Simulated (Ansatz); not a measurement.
## HgSe: single point with PBE

Crystal: HgSe.

```
CELL_PARAMETERS angstrom
0.00000 3.03900 3.03900
3.03900 0.00000 3.03900
3.03900 3.03900 0.00000
ATOMIC_POSITIONS crystal
Hg 0.00000 0.00000 0.00000
Se 0.75000 0.75000 0.75000
```

```json
{
  "Program": "Ansatz 0.2.0",
  "Task": "single point",
  "Functional": "PBE",
  "Potentials or basis": "Ansatz PAW",
  "Cutoff": "420 eV (not typed: the program's choice for these potentials)",
  "k mesh": "8 × 8 × 8",
  "Occupations": "gaussian, width 0.021 eV",
  "Spin": "no spin polarisation"
}
```

```yaml
Pressure: 4.7 GPa
Band_gap_on_the_k_mesh: none (metal or under the smearing width)
```

Levels at points of the mesh, in eV from the Fermi level:
```csv
k point,band 16,band 17,band 18,band 19,band 20,band 21
"(0.00, 0.00, 0.00)",-0.94,-0.01,-0.01,-0.01,5.49,5.49
"(0.00, 0.00, -0.50)",-5.53,-0.98,-0.98,1.12,6.26,6.26
"(0.00, -0.50, -0.50)",-5.10,-2.32,-2.32,2.79,3.00,8.45
```

It took 2.4 s on 2 threads of Intel(R) Xeon(R) Processor @ 2.50GHz (Skylake/Cascade Lake), on a shared host, peak memory 0.37 GiB.

The run has no spin-orbit coupling, so splittings on Hg are missing.
